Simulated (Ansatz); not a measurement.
**SnO$_{2}$: the gap under strain**

SnO$_{2}$, P4_2/mnm, a = 4.768 Å, c = 3.212 Å. Ansatz: PBEsol, PAW, 420 eV, Γ-centred 6×6×8 mesh on 6 atoms, Gaussian smearing 0.02 eV; no spin polarisation. Series: uniaxial strain along c, with a, b and atoms relaxed; x is the strain in per cent. The gap is sought over the whole zone.

```tsv
x (%)	gap y (eV)
-4.5	?
-3.0	1.125
-1.5	1.022
0.0	0.920
1.5	0.814
3.0	0.715
4.5	0.621
```

Problem. Fit y = E0 + c1 x + c2 x² to the other rows, give the deformation potential for this strain, and predict the missing gap.

Solution. Least squares on the rows shown. y = 0.9175 − 0.06824 x + 0.0004524 x². The deformation potential is 100 c1 = -6.82 eV per unit strain. At x = -4.5 the fit asked for gives 1.234 eV. The run gave 1.222 eV, so the fit is 0.012 eV too high, 2 % of the span of the series, against an rms of 0.002 eV on the fitted rows. The row lies outside the fitted range. With a term in x³ added, a fit to the same known rows predicts 1.221 eV, so most of the miss is curvature that the known rows already hold.

Semilocal functionals give gaps under the measured ones; changes of the gap mostly carry over better.